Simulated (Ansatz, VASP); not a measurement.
**NaF in VASP and in Ansatz**

File INCAR:

```
SYSTEM = NaF
PREC = Accurate ; ENCUT = 520
EDIFF = 1E-7 ; ISMEAR = -1
SIGMA = 0.02 ; LREAL = .False.
LASPH = .True. ; NELM = 60
ALGO = Normal ; ISIF = 2
LWAVE = .False. ; LCHARG = .True.
GGA = CA ; LELF = .True.
LVHAR = .True. ; NBANDS = 14
```

The input KPOINTS:

```
regular mesh
0
Gamma
  10 10 10
  0 0 0
```

Contents of POSCAR:

```
NaF
1.0
    0.0000000000      2.3155297078      2.3155297078
    2.3155297078      0.0000000000      2.3155297078
    2.3155297078      2.3155297078      0.0000000000
Na F
1 1
Direct
    0.0000000000      0.0000000000      0.0000000000
    0.5000000000      0.5000000000      0.5000000000
```

Input for Ansatz:

```yaml
crystal:
  lattice:
    - [0.0, 2.3155297078, 2.3155297078]
    - [2.3155297078, 0.0, 2.3155297078]
    - [2.3155297078, 2.3155297078, 0.0]
  atoms:
    - { symbol: Na, position: [0.0, 0.0, 0.0] }
    - { symbol: F, position: [0.5, 0.5, 0.5] }
kpoints:
  mp_grid: { grid: [10, 10, 10] }
  band_path:
    path:
      - [0.0, 0.0, 0.0]
      - [0.5, 0.0, 0.5]
      - [0.625, 0.25, 0.625]
      - [0.375, 0.375, 0.75]
      - [0.0, 0.0, 0.0]
      - [0.5, 0.5, 0.5]
      - [0.5, 0.25, 0.75]
      - [0.5, 0.0, 0.5]
    npoints: 5
scf:
  occupations: { method: fermi_dirac, width: 0.02 }
hamiltonian:
  xc: lda
  pseudopotentials: { kind: all_electron, lapw: { basis_error: 0.0005 } }
output:
  forces: true
  stress: true
  eigenvalues: true
```

Change from the starting cell: volume scaled by 0.99.

Alike in both runs: task single point; functional LDA; k mesh 10 × 10 × 10; occupations fermi-dirac, width 0.02 eV; no spin polarisation.

```csv
,VASP,Ansatz
version,VASP 6.6.1,Ansatz 0.2.0
potentials or method,"VASP PAW LDA potentials, release 64 (Na_pv, F)","all-electron LAPW, scalar-relativistic"
plane-wave cutoff (eV),520,see its input
```

VASP gave:

```
gap on the k mesh at the Fermi level (eV) : 5.97
pressure (GPa)                            : -4.3
```

Estimate Ansatz's values.

gap on the k mesh at the Fermi level (eV): 5.98; pressure (GPa): -4.2.

Ansatz ran all-electron here, so the differences hold the error of VASP's frozen core and of both bases.

A k mesh can miss the band edges.
